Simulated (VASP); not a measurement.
# LiCl: an input that fails (parallel tempering)

LiCl, Fm-3m (no. 225), 8 atoms in the cell.

01/INCAR:
```
GGA = PE
PREC = Normal
ENCUT = 260
EDIFF = 1e-05
NELMIN = 4
NELM = 60
ALGO = Normal
LREAL = Auto
LASPH = .TRUE.
ISMEAR = 0
SIGMA = 0.05
ISYM = 0
LWAVE = .FALSE.
LCHARG = .FALSE.
IBRION = 0
NSW = 200
POTIM = 1.0
ISIF = 2
RANDOM_SEED = 544591 0 0
MDALGO = 3
LANGEVIN_GAMMA = 20 20
IMAGES = 3
LTEMPER = .TRUE.
NTEMPER = 5
TEBEG = 800
TEEND = 800
```

02/INCAR:
```
GGA = PE
PREC = Normal
ENCUT = 260
EDIFF = 1e-05
NELMIN = 4
NELM = 60
ALGO = Normal
LREAL = Auto
LASPH = .TRUE.
ISMEAR = 0
SIGMA = 0.05
ISYM = 0
LWAVE = .FALSE.
LCHARG = .FALSE.
IBRION = 0
NSW = 200
POTIM = 1.0
ISIF = 2
RANDOM_SEED = 544592 0 0
MDALGO = 3
LANGEVIN_GAMMA = 20 20
IMAGES = 3
LTEMPER = .TRUE.
NTEMPER = 5
TEBEG = 1600
TEEND = 1600
```

03/INCAR:
```
GGA = PE
PREC = Normal
ENCUT = 260
EDIFF = 1e-05
NELMIN = 4
NELM = 60
ALGO = Normal
LREAL = Auto
LASPH = .TRUE.
ISMEAR = 0
SIGMA = 0.05
ISYM = 0
LWAVE = .FALSE.
LCHARG = .FALSE.
IBRION = 0
NSW = 200
POTIM = 1.0
ISIF = 2
RANDOM_SEED = 544593 0 0
MDALGO = 3
LANGEVIN_GAMMA = 20 20
IMAGES = 3
LTEMPER = .TRUE.
NTEMPER = 5
TEBEG = 2400
TEEND = 2400
```

INCAR:
```
SYSTEM = LiCl
  ALGO = Normal
  EDIFF = 1E-5
  ENCUT = 260
  GGA = PE
  IBRION = 0
  IMAGES = 3
  ISIF = 2
  ISMEAR = 0
  ISYM = 0
  LANGEVIN_GAMMA = 20 20
  LASPH = .True.
  LCHARG = .False.
  LREAL = Auto
  LTEMPER = .True.
  LWAVE = .False.
  MDALGO = 3
  NELM = 60
  NELMIN = 4
  NSW = 200
  NTEMPER = 5
  POTIM = 1.0
  PREC = Normal
  RANDOM_SEED = 544591 0 0
  SIGMA = 0.05
  TEBEG = 800
  TEEND = 800
```

KPOINTS:
```
k-points
0
Monkhorst-Pack
  2 2 2
```

01/POSCAR:
```
LiCl
1.0
    5.1295400000      0.0000000000      0.0000000000
    0.0000000000      5.1295400000      0.0000000000
    0.0000000000      0.0000000000      5.1295400000
Cl Li
4 4
Direct
    0.5000000000      0.0000000000      0.0000000000
    0.5000000000      0.5000000000      0.5000000000
    0.0000000000      0.0000000000      0.5000000000
    0.0000000000      0.5000000000      0.0000000000
    0.0000000000      0.0000000000      0.0000000000
    0.0000000000      0.5000000000      0.5000000000
    0.5000000000      0.0000000000      0.5000000000
    0.5000000000      0.5000000000      0.0000000000
```

02/POSCAR:
```
LiCl
1.0
    5.1295400000      0.0000000000      0.0000000000
    0.0000000000      5.1295400000      0.0000000000
    0.0000000000      0.0000000000      5.1295400000
Cl Li
4 4
Direct
    0.5000000000      0.0000000000      0.0000000000
    0.5000000000      0.5000000000      0.5000000000
    0.0000000000      0.0000000000      0.5000000000
    0.0000000000      0.5000000000      0.0000000000
    0.0000000000      0.0000000000      0.0000000000
    0.0000000000      0.5000000000      0.5000000000
    0.5000000000      0.0000000000      0.5000000000
    0.5000000000      0.5000000000      0.0000000000
```

03/POSCAR:
```
LiCl
1.0
    5.1295400000      0.0000000000      0.0000000000
    0.0000000000      5.1295400000      0.0000000000
    0.0000000000      0.0000000000      5.1295400000
Cl Li
4 4
Direct
    0.5000000000      0.0000000000      0.0000000000
    0.5000000000      0.5000000000      0.5000000000
    0.0000000000      0.0000000000      0.5000000000
    0.0000000000      0.5000000000      0.0000000000
    0.0000000000      0.0000000000      0.0000000000
    0.0000000000      0.5000000000      0.5000000000
    0.5000000000      0.0000000000      0.5000000000
    0.5000000000      0.5000000000      0.0000000000
```

Commands:
```
cat potpaw_PBE.64/Cl/POTCAR potpaw_PBE.64/Li/POTCAR > POTCAR
mpirun -np 4 vasp_std > vasp.out
```

VASP stops with:
```
M_divide: can not subdivide            4 nodes by           3
```

Cause: ranks not divisible by the images.
